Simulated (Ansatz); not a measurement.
# Ta2N: what symmetry allows forces and stress to be

```yaml
crystal:
  lattice:
    - [2.98022, 0.00000, 0.00000]
    - [-1.49011, 2.75410, 0.08122]
    - [0.00000, 0.14673, 5.22617]
  atoms:
    - { symbol: Ta, position: [0.65827, 0.32964, 0.74568] }
    - { symbol: Ta, position: [0.32863, 0.67036, 0.25432] }
    - { symbol: N, position: [0.01310, 0.00000, 0.00000] }
```

These are results of Ansatz 0.2.0, DFT PBE, scalar-relativistic, plane waves, PAW, not measurements.

Cutoff 420 eV; k points 14×14×8 on the computed 3-atom cell (Γ-centred); Gaussian smearing, width 0.10 eV; no spin polarisation.

This distorted cell has space group C2, with 2 operations.

Without a calculation: in which directions can each atom feel a force?

A force must be left unchanged by every operation that keeps its atom in place, so it lies in the space that those operations leave fixed. Atoms that the group maps onto each other feel forces of one size.
```tsv
atom	site symmetry	operations at the site	equivalent to atom	allowed force (Cartesian)
Ta1	1	1	1	any direction
Ta2	1	1	1	any direction
N3	2	2	3	along (1.00, 0.00, 0.00)
```

That leaves 4 independent force components of 9, tied by 1 condition that the forces sum to zero, so 3 remain. A relaxation in this cell that keeps the symmetry moves the atoms in these directions alone.

And the stress tensor?

It must be invariant under the point group, which leaves 4 independent components: xz, xy vanish.

Do the computed values obey this?

Yes. Forces (eV/Å):
```
Ta1  0.421  0.270 -0.418
Ta2  0.421 -0.270  0.418
N3  -0.842  0.000  0.000
```

Stress (GPa, compression positive, xx yy zz yz xz xy): 4.48 -16.00 -18.10 -7.59 0.00 0.00. The program imposes the same operations on density, forces and stress, so this confirms the analysis and is no independent test of the calculation.

Spin–orbit coupling is left out, which can shift energies with elements as heavy as these. Spin polarisation was left out, and a magnetic state may lie lower.